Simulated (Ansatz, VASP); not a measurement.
**One calculation of Tl, two programs**

File INCAR:

```
PREC = Accurate
ENCUT = 520
EDIFF = 1E-6
ISMEAR = -1
SIGMA = 0.1
LREAL = False
LASPH = True
NELM = 80
ALGO = Normal
ISIF = 2
LWAVE = False
LCHARG = False
GGA = CA
NBANDS = 12
```

File KPOINTS:

```
Automatic mesh
0
Gamma
  12 12 12
```

File POSCAR:

```
Tl
1.0
    3.2029526799      0.0000000000      0.0000000000
    0.0000000000      3.2029526799      0.0000000000
    0.0000000000      0.0000000000      3.2029526799
Tl
1
Direct
    0.0000000000      0.0000000000      0.0000000000
```

Input for Ansatz:

```yaml
crystal:
  lattice:
    - [3.2029526799, 0.0, 0.0]
    - [0.0, 3.2029526799, 0.0]
    - [0.0, 0.0, 3.2029526799]
  atoms:
    - { symbol: Tl, position: [0.0, 0.0, 0.0] }
hamiltonian:
  xc: lda
  pseudopotentials:
    kind: paw
    azcp:
      Tl: "pseudopotentials/Tl.paw.azcp"
basis:
  ecutwfc: 420
  fft_grid_basis: typed
kpoints:
  mp_grid: { grid: [12, 12, 12], shift: [0, 0, 0] }
magnetization:
  spin_polarized: false
scf:
  occupations: { method: fermi_dirac, width: 0.1 }
  lower_state_search: "off"
output:
  stress: true
```

Alike in both runs: task single point; functional LDA; k mesh 12 × 12 × 12; occupations fermi-dirac, width 0.1 eV; no spin polarisation.

|  | VASP | Ansatz |
| --- | --- | --- |
| version | VASP 6.6.1 | Ansatz 0.2.0 |
| potentials or method | VASP PAW LDA potentials, release 64 (Tl_d) | plane waves (420 eV) with PAW, scalar-relativistic |
| plane-wave cutoff (eV) | 520 | 420 |
| valence electrons in the cell | 13 | 13 |

|  | VASP | Ansatz | Ansatz less VASP |
| --- | --- | --- | --- |
| pressure (GPa) | -2.9 | -2.9 | -0.03 |

Ansatz warned: «pseudo_functional_mismatch».

Spin-orbit coupling is left out, which matters for the levels of Tl.
